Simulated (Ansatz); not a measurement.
**Li2O: energy against volume in PBE, exact exchange and the RPA**

An exercise on one series of results from a longer session: the logs are not shown, and one member is left open.

Code: Ansatz 0.2.0. PBE orbitals, norm-conserving pseudopotentials, plane waves. Computed at 0 K without zero-point motion; spin polarisation is off.

## The structure to begin with

The cell was relaxed beforehand with r2SCAN; volume changes: +0 %, -5 %, +5 %, -10 %, +10 %.

It is cubic, Fm-3m (No. 225); a = 4.573 Å in the conventional setting, 7.97 Å³ an atom. Near Li stand 4 O at 1.98 Å; near O stand 8 Li at 1.98 Å.

Coordinates:

```xyz
3
Lattice="0.0000 2.2864 2.2864 2.2864 0.0000 2.2864 2.2864 2.2864 0.0000" Properties=species:S:1:pos:R:3 pbc="T T T"
Li    1.1432    1.1432    1.1432
Li    3.4296    3.4296    3.4296
O     0.0000    0.0000    0.0000
```

The first run:

File input.yaml:

```yaml
crystal:
  lattice:
    - [0.0, 2.2863690178, 2.2863690178]
    - [2.2863690178, 0.0, 2.2863690178]
    - [2.2863690178, 2.2863690178, 0.0]
  atoms:
    - { symbol: Li, position: [0.25, 0.25, 0.25] }
    - { symbol: Li, position: [0.75, 0.75, 0.75] }
    - { symbol: O, position: [0.0, 0.0, 0.0] }
kpoints:
  mp_grid: { grid: [6, 6, 6] }
hamiltonian:
  xc: pbe
  pseudopotentials: { kind: nc }
scf:
  occupations: { method: fixed }
output:
  rpa_energy:
    ecut_chi_ladder: [317, 355, 394, 437, 480]
    long_wavelength: optical_limit
  write_density: true
  write_potential: true
  elf: true
  volumetric_format: npy
basis:
  ecutwfc: 1240.0
```

Among the steps run: The unscaled cell; Volume -5 %; Volume +5 %; Volume -10 %; Volume +10 %.

One of the session's tables, all rows but one given; the rest of the session is left out.

It belongs to the step «The three curves». Energies in meV/atom from the unscaled cell:

```
volume (Å³/atom)   PBE  exact exchange  EXX+RPA  RPA correlation
           7.171  40.5            23.2     31.2              8.0
           7.570     ?               ?        ?                ?
           7.968   0.0             0.0      0.0              0.0
           8.366  -1.8             7.7      2.1             -5.6
           8.765   5.4            24.5     14.0            -10.6
```

Q: Estimate the row for volume (Å³/atom) = 7.570 from the others.

Worked estimate for «PBE». A straight line through the neighbours (7.171, 40.5) and (7.968, 0.0) gives 40.5 + (0.0 − 40.5) × (7.570 − 7.171) / (7.968 − 7.171) = 20.2; a parabola fitted to 3 rows on both sides gives 14.1.

The run gave: PBE: 13.0; exact exchange: 4.1; EXX+RPA: 8.6; RPA correlation: 4.5. In «PBE» the line misses by +7.2 and the parabola by +1.1.

To keep in mind: The curve is too rough to resolve B₀ and B₀′ of EXX+RPA; its minimum, near 8.1 Å³/atom, is a rough guide.
